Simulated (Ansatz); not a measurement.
# GaP: a single-point run

Aim: a sound single-point run of GaP. The structure is shown as the input types it. The cell is built on a prototype (CsCl type) and needn't be the phase found in nature.

Computed with Ansatz 0.2.0 (density functional or hybrid calculation with the settings of its input, plane waves (as first typed), unless a step's input says otherwise).

7 further runs of the same task are left out: 6 for a known fault of the program, 1 that didn't finish.

## (1) The starting structure

Symmetry: Pm-3m, No. 221, cubic system. Conventional cell: a = 3.186 Å, b = 3.186 Å, c = 3.186 Å, α = 90.00°, β = 90.00°, γ = 90.00°. Ga (site symmetry m-3m) has 8 P at 2.76 Å as nearest neighbours. P (site symmetry m-3m) has 8 Ga at 2.76 Å as nearest neighbours.

Structure file:

```cif
data_structure
_symmetry_space_group_name_H-M 'Pm-3m'
_symmetry_Int_Tables_number 221
_cell_length_a 3.1864
_cell_length_b 3.1864
_cell_length_c 3.1864
_cell_angle_alpha 90.000
_cell_angle_beta 90.000
_cell_angle_gamma 90.000
_cell_volume 32.35
loop_
_atom_site_label
_atom_site_type_symbol
_atom_site_symmetry_multiplicity
_atom_site_Wyckoff_symbol
_atom_site_fract_x
_atom_site_fract_y
_atom_site_fract_z
_atom_site_occupancy
Ga1 Ga 1 a 0.00000 0.00000 0.00000 1
P1 P 1 b 0.50000 0.50000 0.50000 1
```

## (2) Running it

File input.yaml:

```yaml
crystal:
  lattice:
    - [3.186435077, 0.0, 0.0]
    - [0.0, 3.186435077, 0.0]
    - [0.0, 0.0, 3.186435077]
  atoms:
    - { symbol: Ga, position: [0.0, 0.0, 0.0] }
    - { symbol: P, position: [0.5, 0.5, 0.5] }
kpoints:
  mp_grid: { grid: [4, 4, 4] }
hamiltonian:
  xc: hse06
scf:
  occupations: { method: fermi_dirac, width: 0.02 }
  n_extra_bands: 4
  max_iter: 68
output:
  forces: true
  stress: true
  eigenvalues: true
basis:
  ecutwfc: 80
```

The run is started by

```bash
ansatz run input.yaml --threads 4 --pin off --max-ram 3686MiB --backend cpu --events-out ev --progress --plain --runs-dir out
```

What happens when this is run?

The program finished normally, with warnings (cutoff below recommended, filled band counts differ across k points, stress exchange threshold loose). It gives a pressure of -127 GPa, which is large.

The suspect setting: basis.ecutwfc is 80. The basis cutoff is far too low: the plane waves can't represent the orbitals near the cores. The potentials' recommended cutoff is 420 eV.

To check: delete basis.ecutwfc (the default then holds).
